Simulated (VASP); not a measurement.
# Moving the choice of potentials or basis in MgS

The cell as given:

```xyz
2
Lattice="0.0000 2.6016 2.6016 2.6016 0.0000 2.6016 2.6016 2.6016 0.0000" Properties=species:S:1:pos:R:3 pbc="T T T"
S     2.6016    2.6016    2.6016
Mg    0.0000    0.0000    0.0000
```

Kept alike: task relaxation of cell and atoms; functional PBE; k mesh 9 × 9 × 9; occupations fermi-dirac, width 0.05 eV; no spin polarisation. Program: VASP, cutoff 900 eV. The mesh is that of the run's cell of 2 atoms. No spin-orbit coupling.

```csv
choice of potentials or basis,volume (Å³/atom)
"Mg, S",17.813
"Mg, S_h",17.814
"Mg_GW, S_GW",17.811
"Mg_pv, S",17.899
"Mg_sv_GW, S_GW",17.880
```

The relaxations keep at least the cell's symmetry (Fm-3m). Relaxations stop with a little pressure left, so the last digits of a volume or edge aren't settled.

Task: What does the choice of potentials or basis change here?

Result: The volume runs from 17.811 (Mg_GW, S_GW) to 17.899 Å³/atom (Mg_pv, S). Measured: 17.6 Å³/atom at 294.15 K (a printed reference work); nearest Mg, S; Mg, S_h; Mg_GW, S_GW, 0.21 Å³/atom off. The runs are for a static lattice.
